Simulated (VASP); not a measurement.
Input of a VASP 6.6.1 run:

INCAR

```
SYSTEM = LiF
  PREC = Accurate
  ENCUT = 520
  EDIFF = 1E-6
  ISMEAR = -1
  SIGMA = 0.05
  LREAL = Auto
  LASPH = .TRUE.
  NELM = 60
  ALGO = Normal
  ISIF = 2
  LWAVE = .FALSE.
  LCHARG = .FALSE.
  GGA = PE
  NBANDS = 54
```

The input KPOINTS:

```
regular mesh
0
G
  2 2 2
  0 0 0
```

File POSCAR:

```
LiF
1.0
   -3.1221590000     -5.4077370000      0.0000000000
    4.6832380000     -2.7038690000      0.0000000000
    0.0000000000      0.0000000000      4.9034710000
Li F
8 8
Direct
    0.4663774329      0.2676363020      0.5874206251
    0.5170387894      0.7032479045      0.8346536566
    0.2854259604      0.7977056112      0.3107186725
    0.2227472698      0.2131543161      1.1080518270
   -0.0512890065      0.3071737048      0.5055194575
    0.0304777448      0.6679259874      0.8459721695
    0.7858986398      0.8059809285      0.5707385646
    0.7099344570      0.2184873488      1.1144350604
    0.4533698423      0.3533437193      0.9899925991
    0.5350700826      0.6365625394      0.4574922540
    0.3215001630      0.8416131376      0.9523865849
    0.2053917231      0.1787792158      0.4190297037
   -0.0313704349      0.3589090527      0.9393957872
    0.0138781139      0.6492366346      0.4587158770
    0.7911654459      0.8948604186      0.9241412869
    0.7231690287      0.0934927269      0.5070285926
```

Potentials or basis: VASP PAW PBE potentials, release 64 (Li_sv, F).

Run with:

```console
$ cat potpaw_PBE.64/Li_sv/POTCAR potpaw_PBE.64/F/POTCAR > POTCAR
$ mpirun -np 1 vasp_std > vasp.out
```

**Question.** Estimate the largest force.

**Answer.** 3.338 eV/Å.

**Question.** What does it give for the band gap on the k mesh?

**Answer.** 6.47 eV, direct.

Forces on the atoms (eV/Å):
```
Li   0.212 -0.097  0.233
Li  -2.078 -0.978 -0.162
Li  -0.282  0.253  0.624
Li   0.408  0.224 -3.214
Li  -0.018 -0.356  0.784
Li   0.227 -0.658  0.632
Li  -0.233  0.403 -0.831
Li  -0.606  0.099 -0.674
F   -0.240 -0.865 -0.919
F   -0.200  0.366  0.735
F    2.712  1.732  0.889
F   -1.044  0.194  2.671
F   -0.088  0.148  0.194
F   -0.458 -0.468  0.168
F   -0.975  0.565  0.670
F    2.664 -0.561 -1.800
```

Caveat: the k mesh is coarse (spacing up to 0.64 Å⁻¹), so the values aren't converged; forces of over 1 eV/Å show positions far from the minimum, so gaps and moduli don't describe the material at rest.
